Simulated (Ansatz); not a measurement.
The system is TiTe.

```
Ti Te
1.0
     0.00000    3.05007    3.05007
     3.05007    0.00000    3.05007
     3.05007    3.05007    0.00000
Ti Te
1 1
Direct
  0.50000 0.50000 0.50000
  0.00000 0.00000 0.00000
```

The cell comes from a database or a generator and needn't be the stable form of this composition.

| Quantity | Value |
| --- | --- |
| Program | Ansatz 0.2.0 |
| Task | relaxation of cell and atoms |
| Functional | PBE |
| Potentials or basis | Ansatz PAW |
| Cutoff | 420 eV (not typed: the program's choice for these potentials) |
| k mesh | 6 × 6 × 6 |
| Occupations | fermi-dirac, width 0.05 eV |
| Spin | no spin polarisation |

At the start: volume 28.37 Å³/atom.

Q: Where does the relaxation end?

A: It ends after 6 steps and the volume is 22.60 Å³/atom (-20.4 %); space group Fm-3m (No. 225, to 0.05 Å).

Step by step:
| step | energy change (eV) | largest force (eV/Å) | volume (Å³) |
| --- | --- | --- | --- |
| 1 | 0.0000 | 0.0000 | 56.75 |
| 2 | -0.4136 | 0.0000 | 48.85 |
| 3 | -0.4553 | 0.0000 | 43.25 |
| 4 | -0.4768 | 0.0000 | 45.47 |
| 5 | -0.4773 | 0.0000 | 45.19 |
| 6 | -0.4757 | 0.0000 | 45.19 |

Final structure:
```yaml
crystal:
  lattice:
    - [0.00000, 2.82712, 2.82712]
    - [2.82712, 0.00000, 2.82712]
    - [2.82712, 2.82712, 0.00000]
  atoms:
    - { symbol: Ti, position: [0.50000, 0.50000, 0.50000] }
    - { symbol: Te, position: [0.00000, 0.00000, 0.00000] }
```

Caveat: the volume moved by over 15 % at a fixed basis, so the end points are rough; the plane-wave basis is chosen anew once the cell has moved, so the energies of steps on either side of that aren't comparable.
